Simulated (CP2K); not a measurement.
**Si2Ni in CP2K: convergence with rel cutoff ry**

Si2Ni:

```
Ni Si
1.0
     3.82262    0.00000    0.00000
     1.91131    3.31049    0.00000
     1.91131    1.10350    3.12116
Ni Si
1 2
Direct
  0.00906 0.99938 0.99119
  0.75201 0.74851 0.75239
  0.25021 0.25807 0.24120
```

The cell isn't the ideal one: atoms moved at random, drawn with an rms of 0.02 Å.

| Property | Result |
| --- | --- |
| Program | CP2K 2026.2 |
| Task | single point |
| Functional | PBE |
| Potentials or basis | GTH_POTENTIALS Ni GTH-PBE-q18, Si GTH-PBE-q4; DZVP-MOLOPT-SR-GTH basis |
| Density cutoff | 8163 eV |
| k mesh | 7 × 7 × 7 |
| Occupations | fermi-dirac, width 0.01 eV |
| Spin | collinear spin, ferromagnetic start |
| Starting moments | [1.0, 0.0, 0.0] μB |

These are the settings of the first run; the series varies rel cutoff ry, with any setting tied to it.

Hardware: 1 thread of Arm Neoverse N1, on a shared host.

**Question.** The values tried are 20, 30, 40, 50, 60, 80, 100, loosest first. From which on does the largest force stay within 0.005 eV/Å of the tightest run that finished?

**Answer.** From 30 on.

```csv
rel cutoff ry,"energy less the tightest run, at zero smearing (meV/atom)",pressure (GPa),largest force (eV/Å),SCF cycles,CPU time (s),peak memory (GiB)
20,1.56,3.24,0.304,24,200,0.5
30,0.51,3.26,0.288,26,220,0.5
40,0.00,3.30,0.289,26,250,0.5
50,0.00,3.30,0.288,26,270,0.5
60,0.00,3.30,0.288,26,280,0.5
80,0.00,3.30,0.288,26,320,0.5
100,0.00,3.30,0.288,26,330,0.5
```

Against the tightest run, the energy stays within 1 meV/atom from 30 on; the pressure stays within 0.1 GPa from 20 on. The tightest run that finished is the yardstick and may itself not be fully converged.

Caveat, for the tightest run too: the basis of atomic orbitals isn't converged, which shifts pressures, moduli and gaps; the total moment is fixed, so each spin has its own Fermi level.
